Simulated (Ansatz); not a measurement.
# Ga (Gallium): how the settings move a single-point run

Question: which choices in the input matter for Ga (Gallium)?

Program: Ansatz 0.2.0. Level of theory: reference: DFT, LDA, all-electron PAW with datasets made for the crystal, scalar-relativistic. These are calculated values, not measurements.

2 further runs of the same task are left out: 2 that didn't finish.

## 1. The starting structure

It takes space group C2/c (No. 15, monoclinic). The conventional cell has a = 2.766 Å, b = 8.053 Å, c = 3.332 Å, α = 90.00°, β = 92.02°, γ = 90.00°. Ga (site symmetry 2) is surrounded by 8 Ga at 2.69 to 2.92 Å.

Coordinates:

```cif
data_structure
_symmetry_space_group_name_H-M 'P 1'
_symmetry_Int_Tables_number 1
_cell_length_a 4.2574
_cell_length_b 4.2574
_cell_length_c 3.3320
_cell_angle_alpha 90.656
_cell_angle_beta 90.656
_cell_angle_gamma 142.087
_cell_volume 37.09
loop_
_atom_site_label
_atom_site_type_symbol
_atom_site_fract_x
_atom_site_fract_y
_atom_site_fract_z
_atom_site_occupancy
Ga1 Ga 0.86900 0.13100 0.25000 1
Ga2 Ga 0.13100 0.86900 0.75000 1
```

## 2. The reference run

The input, input.yaml:

```yaml
crystal:
  lattice:
    - [1.383, -4.0265, 0.0]
    - [1.383, 4.0265, 0.0]
    - [-0.1174474948, 0.0, 3.3299294416]
  atoms:
    - { symbol: Ga, position: [0.869, 0.131, 0.25] }
    - { symbol: Ga, position: [0.131, 0.869, 0.75] }
kpoints:
  mp_grid: { grid: [11, 11, 9] }
scf:
  occupations: { method: fermi_dirac, width: 0.05 }
hamiltonian:
  xc: lda
  pseudopotentials: { kind: all_electron, datasets: crystal }
output:
  forces: true
  stress: true
  eigenvalues: true
  efg: { contact_densities: true }
```

On the command line:

```bash
$ ansatz run input.yaml --threads 1 --pin off --max-ram 2048MiB --backend cpu --events-out ev --progress --plain --runs-dir out
```

## 3. Changing settings: lower_state_search standard, dispersion d3bj, xc_grid 1

input.yaml, as its differences from that of step 2:

```diff
@@ -12,2 +12,3 @@
   occupations: { method: fermi_dirac, width: 0.05 }
+  lower_state_search: standard
 hamiltonian:
@@ -15,2 +16,3 @@
   pseudopotentials: { kind: all_electron, datasets: crystal }
+  dispersion: d3bj
 output:
@@ -20 +22,3 @@
   efg: { contact_densities: true }
+basis:
+  xc_grid: 1
```

What does the calculation give? Wanted: for each run, ending; energy change; pressure; gap; force.

The runs gave:

```csv
run,ending,energy change,pressure (GPa),gap (eV),force (eV/Å),cycles,time
reference,converged,0,-3.7,0.00,0.20,9,26 s
"1: lower_state_search standard, dispersion d3bj, xc_grid 1",converged,-310.8 meV/atom (offset of the dispersion model),-6.4,0.00,0.20,9,27 s
```

Residual by cycle in the longest SCF loop of each run; runs are numbered as in the table. The quantity is the density residual dr2, in eV.

```csv
cycle,reference,run 1
1,0.122,0.122
2,0.0506,0.0506
3,0.00505,0.00505
4,8.1e-4,8.1e-4
5,4.4e-4,4.4e-4
6,2.3e-5,2.3e-5
7,2.6e-6,2.6e-6
8,1.1e-7,1.1e-7
9,3.2e-9,3.2e-9
```

The energy moves by -310.8 meV/atom, nearly all of it the dispersion term itself (-310.8 meV/atom); that offset belongs to the model and is no gain or loss of stability; the pressure goes from -3.7 to -6.4 GPa. The damping parameters are borrowed, as the log notes.
